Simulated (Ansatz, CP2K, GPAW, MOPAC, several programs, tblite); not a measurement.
# LiH: cheap methods against density-functional theory

How much accuracy does each second buy? LiH is computed with 11 methods, from the cheapest up to r2SCAN.

Method: no spin polarisation, static lattice; gaps from single points on the cell relaxed beforehand with r²SCAN, in MOPAC, tblite, CP2K, GPAW, Ansatz (versions at each run).

## 1. Starting point

The structure is hexagonal, space group P6_3/mmc (No. 194). The conventional cell has a = 3.256 Å, b = 3.256 Å, c = 4.068 Å, α = 90.00°, β = 90.00°, γ = 120.00°. Li (site symmetry -6m2) is surrounded by 5 H at 1.88 to 2.03 Å. H (site symmetry -6m2) has 5 Li at 1.88 to 2.03 Å as nearest neighbours.

As a file:

```xyz
4
Lattice="3.2558 0.0000 0.0000 -1.6279 2.8196 0.0000 0.0000 0.0000 4.0684" Properties=species:S:1:pos:R:3 pbc="T T T"
Li    0.0000    1.8798   -0.2543
Li    1.6279    0.9399    1.7799
H     0.0000    1.8798    1.7800
H     1.6279    0.9399    3.8142
```

The structure type (wurtzite) is imposed and need not be the compound's stable one.

**Question.** The methods are PM6, PM7, GFN1-xTB (tblite), GFN2-xTB (tblite), PBE/DZVP, PBE/single-zeta, PBE/SZV, coarse PBE, GLLB-SC, PBE, r2SCAN. What gap does r2SCAN give on this cell, and which other methods (full PBE left aside) come nearest to r2SCAN and farthest in gap, volume and bulk modulus?

| quantity | value |
| --- | --- |
| r2SCAN | gap 2.34 eV, 9.34 Å³/atom, B₀ 30 GPa |
| gap: nearest and farthest of the other methods | GFN1-xTB (tblite) (+0.37 eV), PM6 (+9.51 eV) |
| volume: nearest and farthest of the other methods | PBE/SZV (-1.7 %), PM7 (+10.7 %) |
| bulk modulus: nearest and farthest of the other methods | coarse PBE (-3 %), PM7 (+37 %) |

In words: Among the 9 methods compared for the gap (full PBE left aside), GFN1-xTB (tblite) is nearest to r2SCAN and PM6 farthest. For the volume, of the 4 methods compared (full PBE left aside), PBE/SZV comes nearest to r2SCAN and PM7 is farthest. Among the 4 methods compared for the bulk modulus (full PBE left aside), coarse PBE is nearest to r2SCAN and PM7 farthest. A minimal basis or a coarse cutoff and mesh shifts results by its own error, so closeness to r2SCAN can be chance. Cluster runs see only the k-points that fold onto the zone centre, so their gaps can miss the band edges. GLLB-SC is compared with its derivative discontinuity added. No volume is given for PM6, GFN1-xTB (tblite), GFN2-xTB (tblite), PBE/single-zeta, which can hide a larger miss. CPU times run from 0.57 s (coarse PBE) to 38 s (PBE/DZVP). On this cell GFN2-xTB (tblite), PBE/DZVP, PBE/single-zeta, PBE/SZV, GLLB-SC cost more than r2SCAN itself (4.7 s), so they are no saving here. r2SCAN is a yardstick, not the truth: it usually gives gaps below the measured ones.
